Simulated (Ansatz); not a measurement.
Below is a relaxed structure of Si. The cell was found from a structure generator's guess, not taken from experiment.

The calculation used DFT PBE, scalar-relativistic, plane waves, PAW in Ansatz 0.2.0. Cutoff 420 eV, Γ-centred mesh, Gaussian smearing, no spin polarisation.

```
Si
1.0
     7.48846    0.00000    0.00000
    -3.74423    6.48519    0.00000
     0.00000    0.00000    5.22289
Si
12
Direct
  0.29024 0.00000 0.00000
  0.00000 0.29024 0.66667
  0.70976 0.70976 0.33333
  0.70976 0.00000 0.50000
  0.00000 0.70976 0.16667
  0.29024 0.29024 0.83333
  0.40805 0.81611 0.75000
  0.18389 0.59195 0.41667
  0.40805 0.59195 0.08333
  0.59195 0.18389 0.25000
  0.81611 0.40805 0.91667
  0.59195 0.40805 0.58333
```

Energies count from the standard state of Si at the same level.

Question: What space group does it have?

Answer: P6_522 (No. 179). Conventional cell: a = 7.488 Å, c = 5.223 Å. Si on its first site is surrounded by 4 Si at 2.34–2.37 Å; Si on its second site is surrounded by 4 Si at 2.37–2.42 Å.

Question: How far does it lie from the standard state of Si?

Answer: +0.110 eV/atom. It lies above the standard state, so it could only be metastable.

Question: Is it a metal?

Answer: No, the gap on the 6×6×6 mesh is 0.80 eV.

Question: From what recipe could a structure generator have reached it?

Answer: One such recipe: 4-connected net of one element (P6_522, No. 179). Other recipes can lead to the same cell.

The last run used a 6×6×6 mesh for its 12-atom cell and Gaussian smearing of 0.02 eV. Kohn–Sham gaps at this level usually fall short of measured ones. Symmetry constrained the relaxation, so the result can be a saddle point. Another cell of Si relaxed alike, in Fd-3m, lies 109 meV/atom lower, so this cell isn't the stable form at this level.
